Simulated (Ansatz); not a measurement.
# Se: reading a single point

```xyz
3
Lattice="4.0678 0.0000 0.0000 -2.0339 3.5228 0.0000 0.0000 0.0000 5.4052" Properties=species:S:1:pos:R:3 pbc="T T T"
Se    2.9955    0.0000    1.8016
Se   -1.4978    2.5942    3.6033
Se    0.5361    0.9286    5.4050
```

Single point in Ansatz 0.2.0 with PBE, no spin polarisation. Cutoff 420 eV, PAW datasets, 10×10×6 Γ-centred k mesh, fermi-dirac filling (width 0.1 eV).

Which orbitals make up the band edges?

Within 0.7 eV of the edges, the states project mainly on Se p (95 %) below the gap and on Se p (93 %) above it.

Is the cell too large or too small?

The pressure is -3.8 GPa (compression positive), so with the atoms held at these fractions the cell would first shrink. The principal stresses -6.1, -2.6, -2.6 GPa differ, so its shape would change too.

Where is the largest force?

The largest is on Se1 (and as large on other atoms): 0.73 eV/Å, components (0.73, 0.00, 0.00). It makes 52° with the line to a nearest neighbour, Se2 at 2.59 Å.

Is there a gap, and of what kind?

The gap is 0.21 eV, direct at the points sampled.

Origin: a known structure type with other elements, at an estimated volume, so it need not be a known compound. Caveats: the mesh misses a band edge that the path finds.
